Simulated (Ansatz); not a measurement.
# In (R-3m) in Ansatz: further runs

One crystal, In, is run at these levels: LDA; tasks: single point, equation of state.

Everything below comes from runs of Ansatz 0.2.0. Logs are shortened: lines on timing, memory, paths and dates and some standing lists are left out, and cuts for length are marked.

## (1) The crystal as given

The structure is trigonal, space group R-3m (No. 166). Conventional cell: a = 3.339 Å, b = 3.339 Å, c = 24.622 Å, α = 90.00°, β = 90.00°, γ = 120.00°. Around In (site symmetry 3m) lie 12 In at 3.34 to 3.35 Å. In (site symmetry -3m) has 12 In at 3.34 to 3.35 Å as nearest neighbours.

This isn't the form of In at room conditions, which is tetragonal.

## (2) Single point, LDA, 24.83 Å³/atom (volume scaled by 0.94)

The input, input.yaml:

```yaml
crystal:
  lattice:
    - [1.6355530321, 0.9442869834, 8.0399169875]
    - [-1.6355530321, 0.9442869834, 8.0399169875]
    - [0.0, -1.8885739667, 8.0399169875]
  atoms:
    - { symbol: In, position: [0.22198776, 0.22198776, 0.22198776] }
    - { symbol: In, position: [0.77801224, 0.77801224, 0.77801224] }
    - { symbol: In, position: [0.0, 0.0, 0.0] }
hamiltonian:
  xc: lda
  pseudopotentials: { kind: paw }
kpoints:
  mp_grid: { grid: [9, 9, 9] }
scf:
  occupations: { method: fermi_dirac, width: 0.05 }
output:
  forces: true
  stress: true
  eigenvalues: true
```

Potentials or basis: Ansatz PAW.

The run is started by

```console
> ansatz run input.yaml --threads 2 --pin off --max-ram 5632MiB --backend cpu --events-out ev --progress --plain --runs-dir out
```

Standard output:

```text
Warning: RAYON_NUM_THREADS=2 ignored (pool sized by the plan → 2); use --threads N
basis.fft_grid_basis auto: the FFT boxes are laid along the combinations [[1, 0, -1], [0, 1, -1], [0, 0, 1]] of the cell's own vectors, 3.271, 3.271 and 8.259 Å long. The dense box has 24×24×60 points. Along the cell's own vectors, as sized, it would have 60×60×60, 6.25 times as many. Of the 12 symmetry operations that the crystal satisfies within crystal.symmetry.tolerance (time reversal apart; of a slab, those that keep its plane) the dense box along the cell's own vectors carries 12, and the one as laid loses 8 of those. basis.fft_grid_basis: typed keeps the cell's own vectors: state it where this run's energies or levels are differenced outside the engine with another run's, or held beside a run that keeps those vectors.
Engine: ansatz 0.2.0, x86_64-unknown-linux-gnu
Pseudopotentials: kind: paw
Pseudopotential: In, paw, valence charge 13, recommended cutoff 420 eV (normal), In.paw.azcp
Functional definition: SPW92
  exchange = slater_x
  correlation = pw_c
Crystal: 3 atoms, lattice volume = 74.503 Å³
Basis set: ecut = 420 eV, 1485 PW (Γ), FFT grids on a1−a3, a2−a3, a3
Bands: 24, of which v1, the nominal top of the filled ones, is band 20 counted from 1 (19 counted from 0)
Symmetry: 12 space group operations
Space group: R-3m (ITA 166), of the structure as read, at distance tolerance 4.2e-5 Å
k-points: 85 of 729
Non-local potential: In, projectors of the file, l = 0: 2, l = 1: 2, l = 2: 2, l = 3: 2
PAW form: soft (Blöchl's): semilocal exchange-correlation on the pseudo side does not see the compensation charge
PAW frozen core: In, regenerated for the run's functional, and the local potential with it (the file was generated under x = pbe(κ = 0.804, μ = 0.2195149727645171), c = pbe(β = 0.06672455060314922))
PAW one-centre angular grid: In, 590 points (default); XC on 64 Gauss nodes
Initial density: superposition of atomic densities (neutral atoms: chi_scale 0, normalization atom), corrected by the library's trained network
Initial wavefunctions: pseudopotential atomic-orbital guess
Functional: x = slater, c = lda
SCF iter   1: F=—  HF=-16371.463393 eV  |F-HF|=—  |Δ(HF+E_count)|=         —  Δρ=7.71e-3  dr2=2.63e-2  ethr=1.77e-3  ⟨swp⟩=6.0  Hψ=9505  notcnv=0
preconditioner: auto → Kerker (q_TF=auto, 2.449 Å⁻¹)  [metal: Δε(μ)=0.051 eV  Ē_g=15.232 eV  σ=0.050 eV  W_gap=0.24  n_scr=18 (ndim 8)  ℏωp=26.9 eV  f_vac=0.000  D(μ)=1.77/eV (n_scr^D=4)]
SCF iter   2: F=—  HF=-16371.451549 eV  |F-HF|=—  |Δ(HF+E_count)|=   1.18e-2  Δρ=3.29e-3  dr2=5.12e-3  ethr=6.73e-5  ⟨swp⟩=3.0  Hψ=4548  notcnv=0  defer=24
SCF iter   3: F=—  HF=-16371.449865 eV  |F-HF|=—  |Δ(HF+E_count)|=   1.68e-3  Δρ=4.36e-4  dr2=2.47e-4  ethr=1.31e-5  ⟨swp⟩=2.0  Hψ=3286  notcnv=0  defer=24
SCF iter   4: F=—  HF=-16371.449828 eV  |F-HF|=—  |Δ(HF+E_count)|=   3.65e-5  Δρ=1.81e-4  dr2=2.70e-5  ethr=6.34e-7  ⟨swp⟩=3.0  Hψ=3690  notcnv=0  defer=24
SCF iter   5: F=—  HF=-16371.449823 eV  |F-HF|=—  |Δ(HF+E_count)|=   5.03e-6  Δρ=8.89e-5  dr2=4.40e-6  ethr=6.92e-8  ⟨swp⟩=2.0  Hψ=3638  notcnv=0  defer=24
SCF iter   6: F=-16371.449821 eV  HF=-16371.449821 eV  |F-HF|=2.03e-8  |Δ(HF+E_count)|=   1.94e-6  Δρ=6.91e-6  dr2=4.02e-8  ethr=2.56e-10  ⟨swp⟩=6.0  Hψ=10255  notcnv=0
SCF 1 converged in 6 iterations: F = -16371.449821 eV  dr2 = 4.02e-8
SCF converged after 6 iterations
Free energy (F): -16371.449821 eV
Harris-Foulkes:  -16371.449821 eV  (|F-HF|=2.03e-8)
Internal energy: -16371.435515 eV  (E = F + TS)
E sigma→0 (E₀):  -16371.442668 eV
Entropy (-TS):   -0.014306 eV (-4.769 meV/atom)
Fermi energy:    10.631487 eV
--- Per-component energies (eV) ---
  E_band       = -54.852732
  E_kinetic    = 728.024437
  E_local      = -3138.443185  (includes V_loc(G=0)·N_el)
  E_nonlocal   = 1107.579948
  E_hartree    = 1225.620531
  E_xc         = -643.458976
  E_vxc        = -306.382450  (∫ρ·V_xc dr)
  E_paw        = -12038.042742  (= ΣΔE_a)
  E_vpaw       = -896.865829  (= ΣTr[D̂ρ^β])
  E_aug_tail   = 0.000076  (compensation charges beyond the density's cutoff)
  E_ewald      = -3613.569214
  E_core_change = 0.853609  (= ΣΔE_core)
  E_smearing   = -0.014306  (= −TS)
  E_closure    = 0.000000  (closes the sum)
  Σ components = -16371.449821   (vs F -16371.449821, Δ=0.00e0)
--- Forces (eV/Å), atoms counted from 1 ---
  atom   1  In     0.00000000    -0.00000000    -0.01286437
  atom   2  In    -0.00000000     0.00000000     0.01286437
  atom   3  In     0.00000000    -0.00000000     0.00000000
  max |Σ_I F_I| component: 3.47e-18 eV/Å
--- Stress (GPa, compression-positive) ---
        0.017019      -0.000000       0.000000
       -0.000000       0.017019      -0.000000
        0.000000      -0.000000      -0.643534
  P = ⅓ Tr σ = -0.2032 GPa (-2.032 kbar)
--- Band table (eV; the first three rows and the last of 85) ---
  k-point 0: bands = ["-4.0188", "-4.0135", "-3.9579", "-3.9508", "-3.9508", "-3.9240", "-3.9240", "-3.9097", "-3.9097", "-3.7952", "-3.7952", "-3.6395", "-3.6395", "-3.6302", "-3.6302", "0.6918", "3.2725", "3.2942", "11.1519", "11.1740", "19.7542", "19.7542", "19.8270", "19.8270"]
  k-point 1: bands = ["-4.0146", "-4.0061", "-3.9605", "-3.9489", "-3.9165", "-3.9095", "-3.9015", "-3.8853", "-3.8766", "-3.8110", "-3.8034", "-3.6753", "-3.6473", "-3.6381", "-3.6287", "0.9466", "3.3481", "3.7362", "11.0283", "11.7702", "17.0296", "17.8706", "18.5252", "19.0283"]
  k-point 2: bands = ["-4.0646", "-4.0361", "-3.9583", "-3.9261", "-3.9009", "-3.8945", "-3.8845", "-3.8011", "-3.7951", "-3.7835", "-3.7609", "-3.7080", "-3.6806", "-3.6343", "-3.6243", "1.7226", "3.9317", "4.7001", "11.3578", "12.7458", "13.5103", "14.7226", "17.0443", "17.0872"]
  k-point 84: bands = ["-4.0296", "-3.9849", "-3.9677", "-3.9497", "-3.9157", "-3.9157", "-3.9083", "-3.8897", "-3.8772", "-3.7677", "-3.7649", "-3.7294", "-3.7150", "-3.6220", "-3.5833", "1.5358", "1.6322", "6.3584", "7.3644", "16.6534", "16.8162", "17.0924", "18.1844", "18.5537"]
```

Run time: 8 s. Hardware: 2 threads of AMD EPYC, shared host; peak memory 0.46 GiB.

What came out:

```
Free energy            : -16371.4498 eV
Pressure               : -0.2 GPa
Largest force          : 0.013 eV/Å
Band gap on the k mesh : none (metal or under the smearing width)
```

Caveat: the PAW data sets come from PBE, with cores solved anew for the run's functional, which leaves a small shift of forces and pressure.

## (3) Single point, LDA, 25.36 Å³/atom (volume scaled by 0.96)

Changes to input.yaml since step 2:

```diff
@@ -2,5 +2,5 @@
   lattice:
-    - [1.6355530321, 0.9442869834, 8.0399169875]
-    - [-1.6355530321, 0.9442869834, 8.0399169875]
-    - [0.0, -1.8885739667, 8.0399169875]
+    - [1.6470713907, 0.9509371108, 8.0965379867]
+    - [-1.6470713907, 0.9509371108, 8.0965379867]
+    - [0.0, -1.9018742216, 8.0965379867]
   atoms:
```

Potentials or basis: Ansatz PAW.

The run is started by

```console
> ansatz run input.yaml --threads 2 --pin off --max-ram 5632MiB --backend cpu --events-out ev --progress --plain --runs-dir out
```

Run time: 9 s. Hardware: 2 threads of AMD EPYC, shared host; peak memory 0.45 GiB.

The run converged. Its results:

```yaml
Free_energy: -16371.4431 eV
Pressure: -1.1 GPa
Largest_force: 0.020 eV/Å
Band_gap_on_the_k_mesh: none (metal or under the smearing width)
```

Caveat: the PAW data sets come from PBE, with cores solved anew for the run's functional, which leaves a small shift of forces and pressure.

## (4) Single point, LDA, 25.89 Å³/atom (volume scaled by 0.98)

Changes to input.yaml since step 3:

```diff
@@ -2,5 +2,5 @@
   lattice:
-    - [1.6470713907, 0.9509371108, 8.0965379867]
-    - [-1.6470713907, 0.9509371108, 8.0965379867]
-    - [0.0, -1.9018742216, 8.0965379867]
+    - [1.6584308627, 0.957495505, 8.1523779443]
+    - [-1.6584308627, 0.957495505, 8.1523779443]
+    - [0.0, -1.91499101, 8.1523779443]
   atoms:
```

The run is started by

```console
> ansatz run input.yaml --threads 2 --pin off --max-ram 5632MiB --backend cpu --events-out ev --progress --plain --runs-dir out
```

It took 8.7 s on 2 threads of AMD EPYC, shared host; peak memory 0.47 GiB.

Results (log left out):

* Free energy: -16371.4275 eV
* Pressure: -2.0 GPa
* Largest force: 0.027 eV/Å
* Band gap on the k mesh: none (metal or under the smearing width)

Caveat: the PAW data sets come from PBE, with cores solved anew for the run's functional, which leaves a small shift of forces and pressure.

## (5) Single point, LDA, 26.42 Å³/atom

Changes to input.yaml since step 4:

```diff
@@ -2,5 +2,5 @@
   lattice:
-    - [1.6584308627, 0.957495505, 8.1523779443]
-    - [-1.6584308627, 0.957495505, 8.1523779443]
-    - [0.0, -1.91499101, 8.1523779443]
+    - [1.6696368166, 0.9639652655, 8.20746325]
+    - [-1.6696368166, 0.9639652655, 8.20746325]
+    - [0.0, -1.927930531, 8.20746325]
   atoms:
```

The run is started by

```console
> ansatz run input.yaml --threads 2 --pin off --max-ram 5632MiB --backend cpu --events-out ev --progress --plain --runs-dir out
```

Run time: 8.8 s. Hardware: 2 threads of AMD EPYC, shared host; peak memory 0.47 GiB.

The run converged. Its results:

- Free energy: -16371.4043 eV
- Pressure: -2.7 GPa
- Largest force: 0.033 eV/Å
- Band gap on the k mesh: none (metal or under the smearing width)

Caveat: the PAW data sets come from PBE, with cores solved anew for the run's functional, which leaves a small shift of forces and pressure.

## (6) Single point, LDA, 26.95 Å³/atom (volume scaled by 1.02)

Changes to input.yaml since step 5:

```diff
@@ -2,5 +2,5 @@
   lattice:
-    - [1.6696368166, 0.9639652655, 8.20746325]
-    - [-1.6696368166, 0.9639652655, 8.20746325]
-    - [0.0, -1.927930531, 8.20746325]
+    - [1.6806943363, 0.9703493275, 8.2618188953]
+    - [-1.6806943363, 0.9703493275, 8.2618188953]
+    - [0.0, -1.940698655, 8.2618188953]
   atoms:
```

Potentials or basis: Ansatz PAW.

The run is started by

```console
> ansatz run input.yaml --threads 2 --pin off --max-ram 5632MiB --backend cpu --events-out ev --progress --plain --runs-dir out
```

Wall time 9.9 s (2 threads of AMD EPYC, shared host); peak memory 0.47 GiB.

Results (log left out):

```yaml
Free_energy: -16371.3744 eV
Pressure: -3.3 GPa
Largest_force: 0.039 eV/Å
Band_gap_on_the_k_mesh: none (metal or under the smearing width)
```

Caveat: the PAW data sets come from PBE, with cores solved anew for the run's functional, which leaves a small shift of forces and pressure.

## (7) Single point, LDA, 27.48 Å³/atom (volume scaled by 1.04)

Changes to input.yaml since step 6:

```diff
@@ -2,5 +2,5 @@
   lattice:
-    - [1.6806943363, 0.9703493275, 8.2618188953]
-    - [-1.6806943363, 0.9703493275, 8.2618188953]
-    - [0.0, -1.940698655, 8.2618188953]
+    - [1.6916082417, 0.9766504737, 8.3154685732]
+    - [-1.6916082417, 0.9766504737, 8.3154685732]
+    - [0.0, -1.9533009474, 8.3154685732]
   atoms:
@@ -20 +20,5 @@
   eigenvalues: true
+  write_density: true
+  write_potential: true
+  elf: true
+  volumetric_format: npy
```

The run is started by

```console
> ansatz run input.yaml --threads 2 --pin off --max-ram 5632MiB --backend cpu --events-out ev --progress --plain --runs-dir out
```

Wall time 14 s (2 threads of AMD EPYC, shared host); peak memory 0.48 GiB.

Results (log left out):

```
Free energy            : -16371.3386 eV
Pressure               : -3.9 GPa
Largest force          : 0.044 eV/Å
Band gap on the k mesh : none (metal or under the smearing width)
```

Caveat: the PAW data sets come from PBE, with cores solved anew for the run's functional, which leaves a small shift of forces and pressure.

## (8) Single point, LDA, 28.00 Å³/atom (volume scaled by 1.06)

Changes to input.yaml since step 7:

```diff
@@ -2,5 +2,5 @@
   lattice:
-    - [1.6916082417, 0.9766504737, 8.3154685732]
-    - [-1.6916082417, 0.9766504737, 8.3154685732]
-    - [0.0, -1.9533009474, 8.3154685732]
+    - [1.702383107, 0.9828713451, 8.3684347693]
+    - [-1.702383107, 0.9828713451, 8.3684347693]
+    - [0.0, -1.9657426901, 8.3684347693]
   atoms:
@@ -20,5 +20 @@
   eigenvalues: true
-  write_density: true
-  write_potential: true
-  elf: true
-  volumetric_format: npy
```

The run is started by

```console
> ansatz run input.yaml --threads 2 --pin off --max-ram 5632MiB --backend cpu --events-out ev --progress --plain --runs-dir out
```

Run time: 11 s. Hardware: 2 threads of AMD EPYC, shared host; peak memory 0.47 GiB.

Results (log left out):

| Item | Value |
| --- | --- |
| Free energy | -16371.2975 eV |
| Pressure | -4.4 GPa |
| Largest force | 0.048 eV/Å |
| Band gap on the k mesh | none (metal or under the smearing width) |

Caveat: the PAW data sets come from PBE, with cores solved anew for the run's functional, which leaves a small shift of forces and pressure.

## (9) Equation of state, LDA

Potentials or basis: Ansatz PAW.

This step only gathers the single runs of the series.

What came out:

```yaml
Equilibrium_volume: "24.73 Å³/atom (rough: see the caveat)"
Bulk_modulus_at_fixed_shape_and_positions: 48 GPa (rough)
```

Energy against volume, from the lowest point:
| volume (Å³/atom) | energy (meV/atom) |
| --- | --- |
| 24.834 | 0.00 |
| 25.363 | 2.26 |
| 25.891 | 7.43 |
| 26.419 | 15.16 |
| 26.948 | 25.14 |
| 27.476 | 37.09 |
| 28.005 | 50.77 |

Caveat: the minimum lies outside the volumes run; the cell was scaled at fixed shape and fractional positions, which overstates the stiffness of a crystal with free parameters, most of all of layers and chains.
